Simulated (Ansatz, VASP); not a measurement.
## One calculation of Nb, two programs

```
CELL_PARAMETERS angstrom
0.00000 2.10933 2.10933
2.10933 0.00000 2.10933
2.10933 2.10933 0.00000
ATOMIC_POSITIONS crystal
Nb 0.00000 0.00000 0.00000
```

Alike in both runs: task relaxation of cell and atoms; functional PBE; k mesh 17 × 17 × 17; occupations fermi-dirac, width 0.05 eV; no spin polarisation.

```csv
,VASP,Ansatz
version,VASP 6.6.1,Ansatz 0.2.0
potentials or method,"VASP PAW PBE potentials, release 64 (Nb_sv), cutoff 600 eV","all-electron LAPW, non-relativistic"
```

VASP gave:

| Property | Result |
| --- | --- |
| relaxed volume (Å³/atom) | 18.73 |
| relaxed cell length with the largest relative difference (Å) | 2.981 |

Question: Which values does Ansatz return?

Answer: Relaxed volume (Å³/atom): 18.85; relaxed cell length with the largest relative difference (Å): 2.987.

Ansatz ran all-electron here, so the differences hold the error of VASP's frozen core and of both bases.
